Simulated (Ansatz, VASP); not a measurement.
# CoSi: VASP beside Ansatz

```xyz
2
Lattice="0.0000 2.3313 2.3313 2.3313 0.0000 2.3313 2.3313 2.3313 0.0000" Properties=species:S:1:pos:R:3 pbc="T T T"
Co    0.0000    0.0000    0.0000
Si    2.3313    2.3313    2.3313
```

Alike in both runs: functional PBE; k mesh 15 × 15 × 15; occupations fermi-dirac, width 0.05 eV; no spin polarisation.

Ansatz relaxed the structure, and its values are those at the end. VASP's run is a single point on that final structure, the one shown.

|  | VASP | Ansatz |
| --- | --- | --- |
| version | VASP 6.6.1 | Ansatz 0.2.0 |
| potentials or method | VASP PAW PBE potentials, release 64 (Co, Si) | PAW with Ansatz's default frozen-core files, scalar-relativistic |
| plane-wave cutoff (eV) | 520 | 420 |
| valence electrons in the cell | 13 | 21 |

|  | VASP | Ansatz | Ansatz less VASP |
| --- | --- | --- | --- |
| pressure (GPa) | 0.0 | 0.0 | +0.03 |

The functional is the same, so the differences come from potentials, cutoffs and numerics. The two sets of potentials don't hold the same shells in valence.

Spin polarisation is off, so any magnetic state and its effect on volume and gap are missing.
